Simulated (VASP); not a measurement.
The system is CuO (Tenorite).

```xyz
4
Lattice="2.3418 -1.7113 0.0000 2.3418 1.7113 0.0000 -0.8500 0.0000 5.0579" Properties=species:S:1:pos:R:3 pbc="T T T"
Cu    1.1709    0.8557    0.0000
Cu    0.7459   -0.8557    2.5289
O     2.1293   -0.2793    1.2645
O     1.7043    0.2793    3.7934
```

Base run:

* Program: VASP 6.6.1
* Functional: PBE
* Potentials or basis: VASP PAW PBE potentials, release 64 (Cu, O)
* Cutoff: 600 eV
* k mesh: 10 × 10 × 6
* Occupations: gaussian, width 0.03 eV
* Spin: collinear spin, ferromagnetic start
* Starting moments: [1.0, 1.0, 0.0, 0.0] μB
* Hubbard terms: Cu d U = 4.0 eV

Its results: band gap on the k mesh none (metal or under the smearing width); pressure 4.6 GPa; net moment 2.00 μB per cell; site moments Cu +0.66; O +0.30 μB; largest force 0.055 eV/Å.

Task: The run is repeated on the same cell with these changes: moments at the start from [1.0, 1.0, 0.0, 0.0] to [1.0, -1.0, 0.0, 0.0]. What comes out?

Result: Band gap on the k mesh 0.60 eV, indirect (least direct gap 0.90 eV); pressure 3.9 GPa; net moment 0.00 μB per cell; site moments Cu +0.57, -0.57; O +0.00 μB; largest force 0.046 eV/Å.

A k mesh can miss the band edges.

Not every run made on this cell is shown here.
